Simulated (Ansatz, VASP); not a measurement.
# One calculation of TePb, two programs

The input INCAR:

```
PREC = Accurate
ENCUT = 520
EDIFF = 1E-6
ISMEAR = -1
SIGMA = 0.02
LREAL = False
LASPH = True
NELM = 60
ALGO = Normal
ISIF = 2
LWAVE = False
LCHARG = False
GGA = PE
NBANDS = 17
```

KPOINTS

```
regular mesh
0
Gamma
  8 8 8
```

Contents of POSCAR:

```
TePb
1.0
    0.0000000000      3.2678368488      3.2024801118
    3.2678368488      0.0000000000      3.2024801118
    3.2678368488      3.2678368488      0.0000000000
Pb Te
1 1
Direct
    0.0000000000      0.0000000000      0.0000000000
    0.5000000000      0.5000000000      0.5000000000
```

Input for Ansatz:

```yaml
crystal:
  lattice:
    - [0.0, 3.2678368488, 3.2024801118]
    - [3.2678368488, 0.0, 3.2024801118]
    - [3.2678368488, 3.2678368488, 0.0]
  atoms:
    - { symbol: Pb, position: [0.0, 0.0, 0.0] }
    - { symbol: Te, position: [0.5, 0.5, 0.5] }
kpoints:
  mp_grid: { grid: [8, 8, 8] }
  band_path:
    path:
      - [0.0, 0.0, 0.0]
      - [0.5, 0.0, 0.5]
      - [0.625, 0.25, 0.625]
      - [0.375, 0.375, 0.75]
      - [0.5, 0.5, 0.5]
      - [0.5, 0.25, 0.75]
      - [0.0, 0.0, 0.5]
    npoints: 1
hamiltonian:
  xc: pbe
scf:
  occupations: { method: fermi_dirac, width: 0.02 }
  n_extra_bands: 4
output:
  forces: true
  stress: true
  eigenvalues: true
```

Change from the starting cell: uniaxial_z strain -2.0%.

Alike in both runs: task single point; functional PBE; k mesh 8 × 8 × 8; occupations fermi-dirac, width 0.02 eV; no spin polarisation.

|  | VASP | Ansatz |
| --- | --- | --- |
| version | VASP 6.6.1 | Ansatz 0.2.0 |
| potentials or method | VASP PAW PBE potentials, release 64 (Pb_d, Te) | plane waves, PAW |
| plane-wave cutoff (eV) | 520 | 420 |
| valence electrons in the cell | 20 | 30 |

|  | VASP | Ansatz | Ansatz less VASP |
| --- | --- | --- | --- |
| gap on the k mesh at the Fermi level (eV) | 0.74 | 0.74 | -0.005 |
| pressure (GPa) | 1.5 | 1.5 | +0.06 |
| largest component of the traceless stress (GPa) | 1.62 | 1.62 | 0.000 |

The two sets of potentials don't hold the same shells in valence.

Caveats: spin-orbit coupling is left out, which as a rule narrows the gap of such compounds by several tenths of an eV. A k mesh can miss the band edges.
